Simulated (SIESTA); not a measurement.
# SrO under changes of volume

One of the cells (16.901 Å³/atom); the others are scaled copies at fixed shape and fractional positions:

```xyz
2
Lattice="0.0000 2.5663 2.5663 2.5663 0.0000 2.5663 2.5663 2.5663 0.0000" Properties=species:S:1:pos:R:3 pbc="T T T"
Sr    2.5663    2.5663    2.5663
O     0.0000    0.0000    0.0000
```

| Item | Value |
| --- | --- |
| Program | SIESTA 5.4.2 |
| Functional | LDA |
| Potentials or basis | PseudoDojo 0.4 standard (LDA files) |
| Basis | DZP (energy shift 0.003 Ry; two zetas on semicore shells; d shell added on Sr) |
| Grid cutoff | 800 Ry |
| Energy shift | 0.003 Ry |
| k mesh | 9 × 9 × 9 |
| Occupations | fermi-dirac, width 0.05 eV |
| Spin | no spin polarisation |

| volume (Å³/atom) | energy over the lowest point (meV/atom) | pressure (GPa) | gap on the mesh (eV) |
| --- | --- | --- | --- |
| 15.887 | ? | ? | ? |
| 16.225 | 0.00 | 0.9 | 3.13 |
| 16.563 | 0.45 | -1.3 | 3.15 |
| 16.901 | 5.36 | -3.3 | 3.16 |
| 17.239 | 14.22 | -5.1 | 3.17 |
| 17.577 | 26.79 | -6.7 | 3.18 |
| 17.915 | 42.53 | -8.1 | 3.19 |

What does the run at 15.887 Å³/atom give?

Energy over the lowest point 4.63 meV/atom; pressure 3.5 GPa; gap on the mesh 3.11 eV.

Worked out: A Birch-Murnaghan fit of order 3 (a polynomial in V^(-2/3)) to the other rows has its minimum at 16.36 Å³/atom with B0 = V·E''(V) = 109 GPa and B' = 4.1. It gives 4.49 meV/atom at 15.887 Å³/atom, against the run's 4.63, and -dE/dV = 3.4 GPa, against 3.5. A straight line through the other rows of the gap, of slope 0.578 eV per unit of ln V, extrapolates to 3.12 eV, against the run's 3.11.

Energies are extrapolated to zero smearing.

Caveats: an odd mesh through Γ misses points on the zone boundary, where band edges often lie; the basis of atomic orbitals isn't converged, which shifts pressures, moduli and gaps. Spin-orbit coupling on Sr is left out.
